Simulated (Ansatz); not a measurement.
**Property card for WS2**

The calculation used Ansatz 0.2.0, DFT PBEsol, scalar-relativistic, plane waves, PAW.

Settings: cutoff 420 eV, Γ-centred mesh 12×12×2 on the computed 3-atom cell, Gaussian smearing of 0.02 eV; no spin polarisation.

The structure is relaxed at this level of theory with its symmetry kept. This form isn't the usual stable structure of the compound.

```cif
data_structure
_symmetry_space_group_name_H-M 'P-6m2'
_symmetry_Int_Tables_number 187
_cell_length_a 3.1458
_cell_length_b 3.1458
_cell_length_c 16.9534
_cell_angle_alpha 90.000
_cell_angle_beta 90.000
_cell_angle_gamma 120.000
_cell_volume 145.29
loop_
_atom_site_label
_atom_site_type_symbol
_atom_site_symmetry_multiplicity
_atom_site_Wyckoff_symbol
_atom_site_fract_x
_atom_site_fract_y
_atom_site_fract_z
_atom_site_occupancy
W1 W 1 c 0.33333 0.66667 0.00000 1
S1 S 2 i 0.66667 0.33333 0.90758 1
```

| Quantity | Value |
| --- | --- |
| Space group | P-6m2 (No. 187) |
| Volume per atom | 326.8 bohr³ |
| Formation energy from the elements' standard states (uncorrected) | -0.901 eV/atom |
| Kohn–Sham band gap | 1.94 eV, direct at K |
| Löwdin character of the top 1 eV of the valence band | W 5d 64 %, S 3p 31 % |
| Löwdin character of the lowest 1 eV of the conduction band | W 5d 59 %, S 3p 34 %, unprojected 4 % |
| Electron masses at the edge by Cartesian direction of the standard setting (m_e; degenerate bands sorted by energy; no spin-orbit coupling) | x: 0.30; y: 0.30; z: over 30 |
| Hole masses at the edge by Cartesian direction of the standard setting (m_e; degenerate bands sorted by energy; no spin-orbit coupling) | x: 0.40; y: 0.40; z: over 30 |
| Bader charges (e) | W (1 in the cell) 1.33, S (2 in the cell) -0.66 |

Spin-orbit coupling is left out, which matters for the bands of heavy elements. Each cell of WS2 holds layers, and where no dispersion correction was added their binding is poorly described.